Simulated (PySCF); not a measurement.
## Telling isomers of C$_{3}$H$_{4}$N$_{2}$ apart by NMR

PySCF 2.14 calculation with J couplings at B3LYP/pcJ-1, GIAO PBE0/pcSseg-1 shieldings and geometry from PBE0-D3(BJ)/def2-SVP; one computed conformer, relativity neglected, no solvent, fast rotation and ring inversion assumed for equivalent nuclei.

Scale: TMS for 1H (σref 31.27), 13C (σref 184.41) (reference shieldings calculated alike). Multiplet labels drop J under 1 Hz and among equivalent protons, and merge close values. Unscaled 3J(H,H) run several per cent high. Shifts are as computed. Against solution values, carbons near 30 ppm lie about +2 ppm off and those near 130 ppm about +5 ppm. Of 1211 compounds with measured shifts, 218 miss one by over three times the rms of a fit or turn the order of signals round; such compounds aren't used in these exercises. OH and NH positions are gas-phase values without hydrogen bonding to other molecules.

(1) Tabulate the signals of `c1cn[nH]c1`, `C=NCC#N`, `C/N=C/C#N` and their relative energies.

(2) What is the quickest way to tell c1cn[nH]c1 from C/N=C/C#N?

(3) What is the quickest way to tell C=NCC#N from C/N=C/C#N?

(4) What is the quickest way to tell c1cn[nH]c1 from C=NCC#N?

Results:

(1) 
| SMILES | carbon types | δC | δH | E rel. (kcal/mol) |
| --- | --- | --- | --- | --- |
| c1cn[nH]c1 | 3×CH | 142.6, 129.5, 110.0 | 9.12 (br s, 1H), 7.56 (d, 1H), 7.39 (d, 1H), 6.41 (dd, 1H) | 0.0 |
| C=NCC#N | 1×C 2×CH2 | 164.5, 120.3, 52.6 | 7.54 (m, 1H), 7.40 (m, 1H), 4.02 (dd, 2H) | 24.0 |
| C/N=C/C#N | 1×C 1×CH 1×CH3 | 141.4, 120.2, 53.0 | 7.11 (q, 1H), 3.74 (d, 3H) | 20.6 |

Energies are electronic energies at PBE0/pcSseg-1 on these geometries, without zero-point or thermal terms, each for the one conformer computed, which needn't be the lowest.

(2) Both give the same number of carbon signals, but DEPT or the intensities differ. The first has an aromatic CH at 110.0 ppm, the second a nitrile carbon (C) at 120.2 ppm. Their most deshielded carbons lie at 142.6 and 141.4 ppm. In the proton spectra the most deshielded non-exchanging signals are 7.56 (d, J = 2.0 Hz, 1H) and 7.11 (q, J = 2.6 Hz, 1H).

(3) Both give the same number of carbon signals, but DEPT or the intensities differ. The first has a C=N carbon (CH2) at 164.5 ppm, the second a C=N carbon (CH) at 141.4 ppm. In the proton spectra the most deshielded non-exchanging signals are 7.54 (m, 1H) and 7.11 (q, J = 2.6 Hz, 1H).

(4) Both give the same number of carbon signals, but DEPT or the intensities differ. The first has an aromatic CH next to a ring nitrogen at 142.6 ppm, the second a C=N carbon (CH2) at 164.5 ppm.
